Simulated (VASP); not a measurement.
# PbO: electric field gradients, by potentials

PbO, P4/nmm (no. 129), 4 atoms in the cell.

| Potentials | Vzz of the first element (V/Å²) | Vzz of the second element (V/Å²) | Time (s) |
|---|---|---|---|
| Pb_d, O | -233.85 | 0.45 | 69 |
| Pb, O | -249.76 | 1.21 | 48 |
| Pb_d_GW, O_GW | -236.21 | 0.51 | 100 |
| Pb_d, O_h | -233.88 | 0.44 | 62 |

## Input of the first row

INCAR:
```
SYSTEM = PbO
  GGA = PE
  PREC = Accurate
  ENCUT = 950
  EDIFF = 1E-7
  LREAL = .FALSE.
  LASPH = .TRUE.
  ALGO = Normal
  NELM = 120
  LWAVE = .FALSE.
  LCHARG = .FALSE.
  ISMEAR = 0
  SIGMA = 0.02
  KPAR = 4
  LEFG = .TRUE.
  QUAD_EFG = 0 -25.58
```

KPOINTS:
```
k-points
0
Gamma
  6 6 5
```

POSCAR:
```
PbO
1.0
    3.9900000000      0.0000000000      0.0000000000
    0.0000000000      3.9900000000      0.0000000000
    0.0000000000      0.0000000000      5.0100000000
Pb O
2 2
Direct
    0.5000000000      0.0000000000      0.7600000000
    0.0000000000      0.5000000000      0.2400000000
    0.5000000000      0.5000000000      0.0000000000
    0.0000000000      0.0000000000      0.0000000000
```

Commands:
```
cat potpaw_PBE.64/Pb_d/POTCAR potpaw_PBE.64/O/POTCAR > POTCAR
mpirun -np 4 vasp_std > vasp.out
```

Changes of the last row against the first:
```
- cat potpaw_PBE.64/Pb_d/POTCAR potpaw_PBE.64/O/POTCAR > POTCAR
+ cat potpaw_PBE.64/Pb_d/POTCAR potpaw_PBE.64/O_h/POTCAR > POTCAR
```

VASP 6.6.1 took 69 s on 4 cores (Intel Xeon Platinum 8259CL @ 2.50GHz (Skylake/Cascade Lake)), a shared host.
